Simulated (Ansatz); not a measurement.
# TiC: the cost of one run

Program: Ansatz 0.2.0. Level of theory: DFT PBE, scalar-relativistic, plane waves, PAW. These are calculated values, not measurements.

The COD entry's cell or inner coordinates are ideal or old and differ from later refinements, so a difference from it is no clean test against experiment.

1 further run of the same task is left out (set aside as unsound or not needed).

### Step 1. The system as given

It takes space group Fm-3m (No. 225, cubic). Conventional cell: a = 4.333 Å, b = 4.333 Å, c = 4.333 Å, α = 90.00°, β = 90.00°, γ = 90.00°. Ti (site symmetry m-3m) is surrounded by 6 C at 2.17 Å. C (site symmetry m-3m) is surrounded by 6 Ti at 2.17 Å.

Coordinates:

```xyz
2
Lattice="0.0000 2.1664 2.1664 2.1664 0.0000 2.1664 2.1664 2.1664 0.0000" Properties=species:S:1:pos:R:3 pbc="T T T"
Ti    0.0000    0.0000    0.0000
C     2.1664    2.1664    2.1664
```

It is the result of an earlier relaxation at this level (volume 10.17 Å³/atom; gap on the mesh: none (metal)).

### Step 2. The linear chain

A free-standing chain of the crystal's atoms, periodic along c. Atoms and period relax; energies count from the bulk, -1376.1356 eV an atom.

The cell holds 1 Ti, 1 C: a = 9.000 Å, b = 9.300 Å, c = 3.900 Å, α = 90.00°, β = 90.00°, γ = 90.00°.

### Step 3. The relaxation run

Pressure and volume refer to the whole cell with its vacuum; only the period along c may change.

The input, input.yaml:

```yaml
crystal:
  lattice:
    - [9.0, 0.0, 0.0]
    - [0.0, 9.3, 0.0]
    - [0.0, 0.0, 3.899539326]
  atoms:
    - { symbol: Ti, position: [0.5, 0.5, 0.0], spin: 1.5 }
    - { symbol: C, position: [0.5, 0.5, 0.5], spin: 0.5 }
basis:
  ecutwfc: 420
kpoints:
  mp_grid: { grid: [1, 1, 17] }
hamiltonian:
  xc: pbe
scf:
  occupations: { method: gaussian, width: 0.05 }
output:
  forces: true
  stress: true
  eigenvalues: true
  populations: true
  write_density: true
  write_potential: true
  elf: true
  volumetric_format: npy
magnetization:
  spin_polarized: true
relax:
  adjacent_minimum: "off"
  f_tol: 0.01
  max_steps: 45
  cell: { fix: [a, b, alpha, beta, gamma], stress_tol: 0.03 }
```

Command:

```
ansatz run input.yaml --threads 2 --pin off --max-ram 5120MiB --backend cpu --events-out ev --progress --plain --runs-dir out
```

What time and memory should one allow on 2 threads of Intel Xeon at 2.50GHz (Skylake/Cascade Lake), shared host?

About 68 s, with a peak of 0.58 GiB.
